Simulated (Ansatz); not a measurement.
Input and output of a single-point calculation on GaP built on the zincblende prototype (the plane-wave code Ansatz, r2SCAN+SOC). The cell was relaxed with r2SCAN and then strained (epitaxial -3.0 % in the xy plane, free normal strain +2.53 %), with the atoms relaxed again with r2SCAN; k points keep the names of the unstrained zone.

```yaml
crystal:
  lattice:
    - [0.0, 2.6436373088, 2.7943627968]
    - [2.6436373088, 0.0, 2.7943627968]
    - [2.6436373088, 2.6436373088, 0.0]
  atoms:
    - { symbol: Ga, position: [0.0, 0.0, 0.0] }
    - { symbol: P, position: [0.25, 0.25, 0.25] }
kpoints:
  mp_grid: { grid: [8, 8, 8] }
  band_path:
    path:
      - [0.0, 0.0, 0.0]
      - [-0.5, -0.5, 0.0]
      - [-0.375, -0.375, 0.25]
      - [-0.375, 0.0, 0.375]
      - [0.0, 0.0, 0.5]
      - [-0.5, -0.25, 0.25]
      - [0.0, 0.424479, 0.424479]
    npoints: 1
hamiltonian:
  xc: r2scan
scf:
  occupations: { method: fermi_dirac, width: 0.02 }
  n_extra_bands: 8
magnetization:
  noncollinear: true
  spin_orbit: true
output:
  forces: true
  stress: true
  eigenvalues: true
```

Some lines of the output have been replaced by numbered gaps.
```
scf.n_extra_bands = 8 over 18 filled bands (N_el = 18.0): the run solves 26 bands
Functional definition: r2SCAN
Crystal: 2 atoms, lattice volume = 39.059 Å³
[1]
[2]
preconditioner: auto → none  [insulator: Δε(μ)=1.790 eV  σ=0.020 eV  ℏωp=25.2 eV]
SCF 1 converged in 7 iterations: F = -4547.731637 eV  dr2 = 6.96e-9
Magnetization: |M| = 0.0000 μB,  M = (+0.0000, +0.0000, +0.0000) μB
Free energy (F): -4547.731637 eV
Fermi energy:    8.259320 eV
--- Per-component energies (eV) ---
  E_band       = -60.866446
  E_kinetic    = 186.663834
  E_local      = -2177.757551
  E_nonlocal   = 460.533627
  E_hartree    = 1010.945395
  E_xc         = -121.596490
  E_vxc        = -125.678369
  E_paw        = -2576.989822
  E_vpaw       = -432.563888
  E_vtau       = 6.047263
  E_ewald      = -1328.800651
  E_core_change = -0.729939
--- Stress (GPa, compression-positive) ---
[3]
--- Band table (eV; the first three rows and the last of 59) ---
  k-point 0: bands = […, -5.9386, -5.9386, 7.1109, 7.1109, 7.4650, 7.4650, 7.5129, 7.5129, 10.0207, 10.0207, 11.4165, 11.4165, 11.5578, 11.5578, …]
  k-point 1: bands = […, -5.7144, -5.7129, 5.7095, 5.7129, 6.9721, 6.9742, 7.2624, 7.2647, 10.4345, 10.4373, 11.8189, 11.8599, 11.9447, 11.9460, …]
  k-point 2: bands = […, -5.0818, -5.0800, 3.3100, 3.3115, 6.4373, 6.4389, 6.8394, 6.8421, 9.9876, 9.9936, 12.3725, 12.3772, 12.5477, 12.5493, …]
  k-point 58: bands = […, -2.8582, -2.8582, -0.0302, -0.0302, 4.7038, 4.7038, 4.7272, 4.7272, 9.4993, 9.4993, 9.8056, 9.8056, 18.9238, 18.9238, …]
```

Question: Fill in the blanks. They hold the stress, the symmetry found, cutoff and plane waves at Γ.

Answer:
```
[1]
Basis set: ecut = 500 eV, 959 PW (Γ)
[2]
Symmetry: 8 space group operations + 8 with time reversal
Magnetic group: BNS 119.316 (UNI 976)
[3]
        5.045631       0.000000       0.000000
        0.000000       5.045631       0.000000
        0.000000       0.000000      -0.011396
  P = ⅓ Tr σ = 3.3600 GPa (33.600 kbar)
```

r2SCAN+SOC gives an indirect gap of 1.47 eV, from Γ to Γ–X (0.85 of the way from Γ); the least direct gap is 2.51 eV at Γ. With the atoms held, the mean pressure is +3.36 GPa (compression positive).

It took 3.4 s on 1 × NVIDIA H100 80GB HBM3 with 2 threads of AMD EPYC 7R13 Processor (Zen 3) (shared host), load about 2.0 per core; peak host memory 1.1 GiB.

Calculated for a static, non-magnetic cell.
